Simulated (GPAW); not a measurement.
Runs of GPAW 26.7.0 on Ge. Symmetry: Ia-3, No. 206, cubic system. Conventional cell: a = 6.968 Å, b = 6.968 Å, c = 6.968 Å, α = 90.00°, β = 90.00°, γ = 90.00°. Ge (site symmetry 3) has 4 Ge at 2.43 to 2.51 Å as nearest neighbours. This isn't the form of Ge at room conditions, which is diamond.

```tsv
task	level	potentials or basis	smearing	band path	band points	gap on the mesh (eV)	pressure (GPa)	largest force (eV/Å)
single point	PBEsol	PAW data sets generated in the run's folder for this functional, pw	fermi-dirac 0.05 eV	-	-	none	-0.1	0.24
band structure	LDA	the program's PAW data sets (release 1.2.1) made for this functional, pw	fermi-dirac 0.05 eV	GHNGPH,PN	60	-	-2.0	0.15
band structure	PBEsol	PAW data sets generated in the run's folder for this functional, pw	fermi-dirac 0.05 eV	GHNGPH,PN	60	-	-0.1	0.24
single point	revPBE+D3(BJ)	the program's PAW data sets (release 1.2.1) made for this functional, pw	gaussian 0.05 eV	-	-	none	-0.1	(a)
```

Alike in all rows: no spin polarisation; cell as given; k mesh 6 × 6 × 6; cutoff (eV) 600.

Question: Fill in the values left out.

Answer: (a) 0.30.

Caveats: pairwise dispersion overbinds metals, which lowers pressure and volume (some runs).

A k mesh can miss the band edges, and the runs leave out spin-orbit coupling on Ge.

A gap of «none» marks a metal or a gap under the smearing width.

Runs at the PBE level aren't shown here.
